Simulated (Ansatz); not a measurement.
# A computed series for AgCl: response to strain

The reference is AgCl in the rock salt structure (space group Fm-3m, No. 225; a = 5.447 Å). Axes: x, y, z lie along the cube axes.

Strains are applied to the cell and any free atomic positions relax; under biaxial strain the out-of-plane vector relaxes too.

Calculations: PBEsol (Ansatz, a program for electronic structure, PAW, no spin-orbit coupling).

```json
[
 {"biaxial strain, plane normal [001], relaxed out of plane (%)": "-3", "out-of-plane strain (%)": "3.96"},
 {"biaxial strain, plane normal [001], relaxed out of plane (%)": "-2.5", "out-of-plane strain (%)": "3.25"},
 {"biaxial strain, plane normal [001], relaxed out of plane (%)": "-2", "out-of-plane strain (%)": "2.57"},
 {"biaxial strain, plane normal [001], relaxed out of plane (%)": "-1.5", "out-of-plane strain (%)": "1.90"},
 {"biaxial strain, plane normal [001], relaxed out of plane (%)": "-1", "out-of-plane strain (%)": "?"},
 {"biaxial strain, plane normal [001], relaxed out of plane (%)": "-0.5", "out-of-plane strain (%)": "0.61"},
 {"biaxial strain, plane normal [001], relaxed out of plane (%)": "0", "out-of-plane strain (%)": "0.00"}
]
```

### Question
Fit ε⊥ = −νε + γε² (strains in %) to the rows shown and predict the withheld row.

### Answer
Least squares on the printed values gives ν = 1.21 (the biaxial Poisson response) and γ = 0.036 (largest residual 0.00 %); this predicts 1.25 %, and the run gives 1.24 %, in agreement.

Whether these cells are dynamically stable was not tested.
